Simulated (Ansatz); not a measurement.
The system is TiAl3.

```
CELL_PARAMETERS angstrom
-1.91111 1.91111 4.28067
1.91111 -1.91111 4.28067
1.91111 1.91111 -4.28067
ATOMIC_POSITIONS crystal
Ti 0.00000 0.00000 0.00000
Al 0.25000 0.75000 0.50000
Al 0.75000 0.25000 0.50000
Al 0.50000 0.50000 0.00000
```

The cell comes from a database or a generator and needn't be the stable form of this composition.

```yaml
Program: Ansatz 0.2.0
Task: relaxation of cell and atoms
Functional: LDA
Potentials_or_basis: Ansatz PAW
Cutoff: "420 eV (not typed: the program's choice for these potentials)"
k_mesh: 10 × 10 × 10
Occupations: fermi-dirac, width 0.05 eV
Spin: no spin polarisation
```

At the start: volume 15.63 Å³/atom.

Question: Where does the relaxation end?

Answer: It ends after 5 steps and the volume is 15.15 Å³/atom (-3.1 %); space group I4/mmm (No. 139, to 0.05 Å).

Step by step:
```csv
step,energy change (eV),largest force (eV/Å),volume (Å³)
1,0.0000,0.0000,62.54
2,-0.0188,0.0000,59.84
3,-0.0226,0.0000,60.63
4,-0.0226,0.0000,60.59
5,-0.0220,0.0000,60.59
```

Final structure:
```
Ti Al
1.0
    -1.89033    1.89033    4.23922
     1.89033   -1.89033    4.23922
     1.89033    1.89033   -4.23922
Ti Al
1 3
Direct
  0.00000 0.00000 0.00000
  0.25000 0.75000 0.50000
  0.75000 0.25000 0.50000
  0.50000 0.50000 0.00000
```

Caveat: the plane-wave basis is chosen anew once the cell has moved, so the energies of steps on either side of that aren't comparable; the PAW data sets come from PBE, with cores solved anew for the run's functional, which leaves a small shift of forces and pressure.
